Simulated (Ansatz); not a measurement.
# Bi (Im-3m) in Ansatz: single point with LDA

Aim: the single point of Bi with LDA.

Program: Ansatz 0.2.0. These are calculated values, not measurements. Logs are shortened: lines on timing, memory, paths and dates and some standing lists are left out, and cuts for length are marked.

### 1 The undisturbed crystal

The structure is cubic, space group Im-3m (No. 229). The conventional cell has a = 3.963 Å, b = 3.963 Å, c = 3.963 Å, α = 90.00°, β = 90.00°, γ = 90.00°. Bi (site symmetry m-3m) is surrounded by 8 Bi at 3.43 Å.

This isn't the form of Bi at room conditions, which is rhombohedral.

### 2 Single point, LDA, spin-orbit coupling, no magnetisation (volume scaled by 1.15)

input.yaml

```yaml
crystal:
  lattice:
    - [-2.07592407, 2.07592407, 2.07592407]
    - [2.07592407, -2.07592407, 2.07592407]
    - [2.07592407, 2.07592407, -2.07592407]
  atoms:
    - { symbol: Bi, position: [0.0, 0.0, 0.0] }
kpoints:
  mp_grid: { grid: [7, 7, 7] }
scf:
  occupations: { method: gaussian, width: 0.05 }
hamiltonian:
  xc: lda
  pseudopotentials: { kind: all_electron, lapw: { basis_error: 0.001 } }
magnetization:
  noncollinear: true
  spin_orbit: true
output:
  forces: true
  stress: true
  eigenvalues: true
```

Potentials or basis: all-electron LAPW, relativistic spinors.

Run with:

```bash
ansatz run input.yaml --threads 1 --pin off --max-ram 3072MiB --backend cpu --events-out ev --progress --plain --runs-dir out
```

The program printed:

```text
Warning: RAYON_NUM_THREADS=1 ignored (pool sized by the plan → 1); use --threads N
LAPW: plane waves up to 6.077 Å⁻¹, error target 1.0e-3 eV per atom; Dirac's equation on spinors; Bi in spheres of 1.798 Å, 37 of its electrons in bands (how accurate: hamiltonian.pseudopotentials.lapw.basis_error, Limitations)
Engine: ansatz 0.2.0, aarch64-unknown-linux-gnu
Pseudopotentials: kind: all_electron
Pseudopotential: Bi, LAPW, valence charge 37, lapw/all_electron/dirac/gaussian/Bi, Dirac's equation, gaussian nucleus
Functional definition: SPW92
  exchange = slater_x
  correlation = pw_c
non-collinear run that drives no moment, with spin-orbit: no starting moment large enough to seed its density (crystal.atoms[].spin), no starting occupations that ask for one, no magnetisation constraint and no magnetic field, so the semilocal B_xc is pinned to zero
Crystal: 1 atoms, lattice volume = 35.784 Å³
Basis set: ecut = 140.7020853914086 eV, 141 PW (Γ), exchange–correlation at level 2
Bands: 46, of which v1, the nominal top of the filled ones, is band 37 counted from 1 (36 counted from 0)
Symmetry: 48 space group operations + 48 with time reversal
Magnetic group: BNS 229.141 (UNI 1643), of the structure as read, at distance tolerance 3.3e-5 Å
k-points: 20 of 343
Non-local potential: Bi, projectors of the file, none
Initial density: superposition of atomic densities (chi_scale 0.1, normalization cell)
Initial wavefunctions: plane waves of lowest kinetic energy (no species holds an atomic orbital)
Functional: x = slater, c = lda
iter 1 solved again at ethr=4.55e-6 eV; its pass at ethr=1.00e-1 eV (dr2=1.68e-3 eV) is discarded
SCF iter   1: F=—  HF=-586774.690395 eV  |F-HF|=—  |Δ(HF+E_count)|=         —  Δρ=2.66e-3  dr2=1.71e-3  dr2_m=0.00e0 (ungated)  ethr=4.55e-6  |M|=0.00e0 ∫|m|=0.00e0 μB  β_m=0.30  ⟨swp⟩=4.2  Hψ=6210  notcnv=0
preconditioner: auto → none  [insulator: Δε(μ)=0.184 eV  Ē_g=23.194 eV  σ=0.050 eV  W_gap=0.75  n_scr=12 (ndim 8)  ℏωp=24.0 eV  f_vac=0.022  D(μ)=0.31/eV (n_scr^D=0)  ε∞_Penn≈2.1]
SCF iter   2: F=—  HF=-586774.688882 eV  |F-HF|=—  |Δ(HF+E_count)|=   1.51e-3  Δρ=1.82e-3  dr2=7.97e-4  dr2_m=0.00e0 (ungated)  ethr=4.55e-6  |M|=0.00e0 ∫|m|=0.00e0 μB  β_m=0.48  ⟨swp⟩=2.0  Hψ=2660  notcnv=0
iter 3 solved again at ethr=1.70e-7 eV; its pass at ethr=2.15e-6 eV (dr2=6.29e-5 eV) is discarded
SCF iter   3: F=—  HF=-586774.688736 eV  |F-HF|=—  |Δ(HF+E_count)|=   1.45e-4  Δρ=5.08e-4  dr2=6.29e-5  dr2_m=0.00e0 (ungated)  ethr=1.70e-7  |M|=0.00e0 ∫|m|=0.00e0 μB  β_m=0.55  ⟨swp⟩=2.0  Hψ=4520  notcnv=0
SCF iter   4: F=—  HF=-586774.688770 eV  |F-HF|=—  |Δ(HF+E_count)|=   3.33e-5  Δρ=7.26e-5  dr2=1.39e-6  dr2_m=0.00e0 (ungated)  ethr=1.70e-7  |M|=0.00e0 ∫|m|=0.00e0 μB  β_m=0.60  ⟨swp⟩=2.0  Hψ=2660  notcnv=0
SCF iter   5: F=-586774.688770 eV  HF=-586774.688770 eV  |F-HF|=8.61e-9  |Δ(HF+E_count)|=   7.69e-7  Δρ=6.89e-6  dr2=1.40e-8  dr2_m=0.00e0 (ungated)  ethr=3.75e-9  |M|=0.00e0 ∫|m|=0.00e0 μB  ⟨swp⟩=2.2  Hψ=2670  notcnv=0
SCF 1 converged in 5 iterations: F = -586774.688770 eV  dr2 = 1.40e-8
SCF converged after 5 iterations
Magnetization: |M| = 0.0000 μB,  M = (+0.0000, +0.0000, +0.0000) μB
Absolute magnetization: 0.0000 μB (∫|m|)
  site 0: m = (+0.0000, +0.0000, +0.0000) μB, |m| = 0.0000 μB  (R = 1.80 Å)
Free energy (F): -586774.688770 eV
Harris-Foulkes:  -586774.688770 eV  (|F-HF|=8.61e-9)
Internal energy: -586774.688377 eV  (E = F + TS)
E sigma→0 (E₀):  -586774.688574 eV
Entropy (-TS):   -0.000393 eV (-0.393 meV/atom)
Fermi energy:    12.922472 eV
--- Per-component energies (eV) ---
  E_band       = -2706.221215
  E_kinetic    = 685160.012226
  E_xc         = -10531.689333
  E_electrostatic = -1261403.011271  (all electrons and nuclei)
  E_smearing   = -0.000393  (= −TS)
  E_closure    = 0.000000  (closes the sum)
  E_atoms      = -586770.023017  (free atoms, spherical and without spin; not in F)
  Σ components = -586774.688770   (vs F -586774.688770, Δ=0.00e0)
  Basis errors (estimates in eV, not in F): energy 2.4e-4 per atom: plane waves 2.4e-4 (1.2e-4 summed), levels above the bands 0.0e0, relativity 8.0e-9, radial functions 2.8e-6, core shells 1.5e-10; eigenvalues (radial functions only) 1.5e-5; not estimated: angular momenta, meshes, grids; target (lapw.basis_error) 1.0e-3; muffin-tin radii Bi 1.798 Å
--- Forces (eV/Å), atoms counted from 1 ---
  atom   1  Bi    -0.00000000    -0.00000000    -0.00000000
  max |Σ_I F_I| component: 5.47e-29 eV/Å
--- Stress (GPa, compression-positive) ---
       -6.085896      -0.000000       0.000000
       -0.000000      -6.085896       0.000000
        0.000000       0.000000      -6.085896
  P = ⅓ Tr σ = -6.0859 GPa (-60.859 kbar)
--- Band table (eV; the first three rows and the last of 20) ---
  k-point 0: bands = ["-139.8225", "-139.8225", "-137.9225", "-137.9225", "-137.9225", "-137.9225", "-137.9223", "-137.9223", "-132.4275", "-132.4275", "-132.4274", "-132.4274", "-132.4274", "-132.4274", "-132.4273", "-132.4273", "-96.6073", "-96.6073", "-71.7156", "-71.7156", "-71.7156", "-71.7156", "-11.4269", "-11.4269", "-11.4269", "-11.4269", "-8.4615", "-8.4615", "-8.4025", "-8.4025", "-8.4025", "-8.4025", "0.2975", "0.2975", "14.4526", "14.4526", "18.0664", "18.0664", "18.0664", "18.0664", "20.4981", "20.4981", "23.3357", "23.3357", "23.3385", "23.3385"]
  k-point 1: bands = ["-139.8225", "-139.8225", "-137.9225", "-137.9225", "-137.9225", "-137.9225", "-137.9223", "-137.9223", "-132.4275", "-132.4275", "-132.4274", "-132.4274", "-132.4274", "-132.4274", "-132.4273", "-132.4273", "-96.6073", "-96.6073", "-71.7158", "-71.7158", "-71.7157", "-71.7157", "-11.4256", "-11.4256", "-11.4202", "-11.4202", "-8.4509", "-8.4509", "-8.4066", "-8.4066", "-8.3935", "-8.3935", "0.6020", "0.6020", "13.4506", "13.4506", "16.1240", "16.1240", "17.5309", "17.5309", "20.8340", "20.8340", "21.8950", "21.8950", "22.7867", "22.7867"]
  k-point 2: bands = ["-139.8225", "-139.8225", "-137.9225", "-137.9225", "-137.9225", "-137.9225", "-137.9223", "-137.9223", "-132.4275", "-132.4275", "-132.4274", "-132.4274", "-132.4274", "-132.4274", "-132.4273", "-132.4273", "-96.6073", "-96.6073", "-71.7162", "-71.7162", "-71.7157", "-71.7157", "-11.4228", "-11.4228", "-11.4057", "-11.4057", "-8.4373", "-8.4373", "-8.4086", "-8.4086", "-8.3698", "-8.3698", "1.4473", "1.4473", "10.8865", "10.8865", "14.5619", "14.5619", "16.7080", "16.7080", "19.3259", "19.3259", "20.8163", "20.8163", "23.2424", "23.2424"]
  k-point 19: bands = ["-139.8225", "-139.8225", "-137.9225", "-137.9225", "-137.9225", "-137.9225", "-137.9223", "-137.9223", "-132.4275", "-132.4275", "-132.4274", "-132.4274", "-132.4274", "-132.4274", "-132.4273", "-132.4273", "-96.6074", "-96.6074", "-71.7166", "-71.7166", "-71.7166", "-71.7166", "-11.3951", "-11.3951", "-11.3941", "-11.3941", "-8.4055", "-8.4055", "-8.4030", "-8.4030", "-8.3257", "-8.3257", "3.9724", "3.9724", "9.9428", "9.9428", "11.8098", "11.8098", "12.1389", "12.1389", "16.7758", "16.7758", "17.6026", "17.6026", "27.2848", "27.2848"]
```

Run time: 15 s. Hardware: 1 thread of Arm Neoverse V1, shared host; peak memory 0.29 GiB.

Results:

```yaml
Free_energy: -586774.6888 eV
Pressure: -6.1 GPa
Band_gap_on_the_k_mesh: none (metal or under the smearing width)
```

Caveat: the k mesh is thin for a metal, which can move the energy by tens of meV per atom.
